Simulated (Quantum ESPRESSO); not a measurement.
HfN:

```
Hf N
1.0
     0.00000    2.45482    2.45482
     2.45482    0.00000    2.45482
     2.45482    2.45482    0.00000
Hf N
1 1
Direct
  0.00000 0.00000 0.00000
  0.25000 0.25000 0.25000
```

The cell comes from a database or a generator and needn't be the stable form of this composition.

- Program: Quantum ESPRESSO 7.5
- Task: single point
- Functional: PBE
- Potentials or basis: SSSP 1.3 efficiency PBE
- Cutoff: 816 eV
- Density cutoff: 6531 eV
- k mesh: 9 × 9 × 9
- Occupations: fermi-dirac, width 0.05 eV
- Spin: no spin polarisation

On this cell: pressure 0.1 GPa; largest force zero by symmetry; band gap on the k mesh none (metal or under the smearing width).

The same run follows on a disturbed copy (atoms moved at random, drawn with an rms of 0.05 Å):

```xyz
2
Lattice="0.0000 2.4548 2.4548 2.4548 0.0000 2.4548 2.4548 2.4548 0.0000" Properties=species:S:1:pos:R:3 pbc="T T T"
Hf   -0.0156   -0.0121   -0.0110
N     1.1836    1.2351    1.2436
```

Question: What changes?

Answer: The energy (extrapolated to zero smearing) moves by +5.8 meV/atom; pressure 0.3 GPa; largest force 0.549 eV/Å; band gap on the k mesh none (metal or under the smearing width).

Forces in eV/Å, atoms in the order of the input:
```
Hf  -0.348  0.260  0.336
N    0.348 -0.260 -0.336
```

Stress tensor (GPa, compression positive):
```
 0.34 -1.58 -1.22
-1.58  0.35  1.64
-1.22  1.64  0.34
```
